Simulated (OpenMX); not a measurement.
Bi2Se3 (Paraguanajuatite):

```
CELL_PARAMETERS angstrom
2.07150 1.19598 9.54533
-2.07150 1.19598 9.54533
0.00000 -2.39196 9.54533
ATOMIC_POSITIONS crystal
Bi 0.59920 0.59920 0.59920
Bi 0.40080 0.40080 0.40080
Se 0.78830 0.78830 0.78830
Se 0.21170 0.21170 0.21170
Se 0.00000 0.00000 0.00000
```

Base run:

* Program: OpenMX 3.8.5
* Functional: PBE
* Potentials or basis: OpenMX 2013 PBE set, Bi8.0-s3p2d2f1, Se7.0-s3p2d2, grid cutoff 500 Ry
* k mesh: 9 × 9 × 9
* Occupations: fermi-dirac, width 0.05 eV
* Spin: no spin polarisation

Its results: band gap on the k mesh 0.16 eV, direct; largest force 0.585 eV/Å.

**Question.** The run is repeated on the same cell with these changes: k mesh from 9 × 9 × 9 to 7 × 7 × 7; spin from no spin polarisation to non-collinear spin, zero start, spin-orbit coupling. What comes out?

**Answer.** Band gap on the k mesh 0.30 eV, indirect (least direct gap 0.33 eV); net moment 0.00 μB per cell; largest force 0.649 eV/Å.

Several settings changed at once, so the effect can't be laid on one alone.

Caveats: the basis of atomic orbitals isn't converged, which shifts pressures, moduli and gaps; spin-orbit coupling is left out, which as a rule narrows the gap of such compounds by several tenths of an eV (some runs); total energies with and without spin-orbit coupling shouldn't be compared in this program (some runs).

Not every run made on this cell is shown here.
